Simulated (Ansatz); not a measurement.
## Molecular dynamics of Cr16H

Input file:

```yaml
accuracy: low
crystal:
  lattice:
    - [5.76, 0.0, 0.0]
    - [0.0, 5.76, 0.0]
    - [0.0, 0.0, 5.76]
  atoms:
    - { symbol: Cr, position: [0.00398893, 0.0170772, 0.00764969], spin: 1.5 }
    - { symbol: Cr, position: [0.51724924, -0.00974364, -0.00537827], spin: 1.5 }
    - { symbol: Cr, position: [0.00061983, 0.50192318, 0.00056236], spin: 1.5 }
    - { symbol: Cr, position: [-0.01575112, 0.01149011, 0.50055244], spin: 1.5 }
    - { symbol: Cr, position: [0.24998475, 0.25170526, 0.25715391], spin: 1.5 }
    - { symbol: Cr, position: [0.49241992, 0.49819668, -0.00826225], spin: 1.5 }
    - { symbol: Cr, position: [0.51161881, 0.03024743, 0.51682087], spin: 1.5 }
    - { symbol: Cr, position: [0.75004478, 0.2591943, 0.22734722], spin: 1.5 }
    - { symbol: Cr, position: [-0.01255735, 0.4917836, 0.50680274], spin: 1.5 }
    - { symbol: Cr, position: [0.25271577, 0.75202955, 0.25475893], spin: 1.5 }
    - { symbol: Cr, position: [0.26368592, 0.23722416, 0.75278152], spin: 1.5 }
    - { symbol: Cr, position: [0.49355125, 0.50457948, 0.49427424], spin: 1.5 }
    - { symbol: Cr, position: [0.74872699, 0.75280011, 0.24829361], spin: 1.5 }
    - { symbol: Cr, position: [0.76163732, 0.23720745, 0.75565671], spin: 1.5 }
    - { symbol: Cr, position: [0.24747886, 0.74520219, 0.74806448], spin: 1.5 }
    - { symbol: Cr, position: [0.74204953, 0.74373797, 0.74153983], spin: 1.5 }
    - { symbol: H, position: [0.13176696, 0.48096304, 0.76926444] }
magnetization:
  spin_polarized: true
basis:
  ecutwfc: 420.0
kpoints:
  mp_grid: { grid: [2, 2, 2] }
hamiltonian:
  xc: pbe
  dispersion: d3bj
scf:
  occupations: { method: fermi_dirac, width: 0.15 }
  lower_state_search: "off"
md:
  timestep: 0.5
  n_steps: 60
  ensemble: nvt_langevin
  temperature: 1680.0
  initial_velocities: maxwell_boltzmann
  seed: 204177
  friction: 0.02
```

Run as:

```bash
$ ansatz run input.yaml --threads 2 --pin off --max-ram 5120MiB --backend cpu --events-out ev --progress --plain --runs-dir out
```

It goes on from the last frame of an earlier run, with new velocities.

Output, in part (warnings, step lines):

```
WARN: the starting moments were not kept: the SCF closed with an absolute magnetisation of 1.3e-4 μB, where they sum to 24 μB in size (16 sites). That is at most 0.1 of that sum. Measured as dr2_m measures the in/out step, that magnetisation stands 1.5e-9 eV from none, at or under the dr2_threshold …
md step     0: t =     0.00 fs  T =  1581.2 K  F+E_penalty+E_count = -54066.78845509 eV  E_kin = 3.474509 eV  (53 SCF iters)
[... lines left out ...]
```

The steps, from the saved trajectory:

| time (fs) | T (K) | potential energy less start (eV) |
| --- | --- | --- |
| 0.0 | 1581 | 0.000 |
| 1.0 | 1584 | -0.039 |
| 2.0 | 1539 | -0.040 |
| 3.0 | 1564 | 0.014 |
| 4.0 | 1594 | 0.090 |
| 5.0 | 1545 | 0.176 |
| 6.0 | 1516 | 0.252 |
| 7.0 | 1589 | 0.332 |
| 8.0 | 1592 | 0.402 |
| 9.0 | 1434 | 0.485 |
| 10.0 | 1303 | 0.590 |
| 11.0 | 1354 | 0.703 |
| 12.0 | 1368 | 0.813 |
| 13.0 | 1149 | 0.925 |
| 14.0 | 1246 | 1.028 |
| 15.0 | 1187 | 1.122 |
| 16.0 | 1154 | 1.229 |
| 17.0 | 1088 | 1.333 |
| 18.0 | 962 | 1.431 |
| 19.0 | 848 | 1.518 |
| 20.0 | 767 | 1.579 |
| 21.0 | 640 | 1.610 |
| 22.0 | 679 | 1.625 |
| 23.0 | 644 | 1.641 |
| 24.0 | 720 | 1.645 |
| 25.0 | 756 | 1.632 |
| 26.0 | 917 | 1.616 |
| 27.0 | 962 | 1.589 |
| 28.0 | 1026 | 1.553 |
| 29.0 | 1265 | 1.508 |
| 30.0 | 1184 | 1.450 |

The run went to its last step. The mean temperature of the second half is 45 % below the set value. A run of 0.03 ps of so small a system gives no equilibrium averages. Limits of this set-up: coarse k mesh, low accuracy level.

Mean squared displacements from the first frame to the last, about the centre of mass: Cr 0.03 Å², H 0.08 Å².

Last frame:

```xyz
17
Lattice="5.7600 0.0000 0.0000 0.0000 5.7600 0.0000 0.0000 0.0000 5.7600" Properties=species:S:1:pos:R:3
Cr -0.214 0.040 -0.192
Cr 2.919 -0.054 0.195
Cr -0.014 2.851 0.070
Cr -0.145 -0.070 2.876
Cr 1.345 1.526 1.543
Cr 2.932 2.834 -0.214
Cr 2.894 0.170 2.910
Cr 4.223 1.504 1.296
Cr -0.090 2.910 2.751
Cr 1.535 4.428 1.545
Cr 1.559 1.194 4.237
Cr 2.890 2.900 2.875
Cr 4.386 4.356 1.500
Cr 4.243 1.372 4.224
Cr 1.662 4.367 4.316
Cr 4.234 4.338 4.219
H 0.953 2.888 4.266
```

Run time: 30 min on 2 threads of Arm Neoverse V1, with other jobs on the host, peak memory 0.87 GiB.
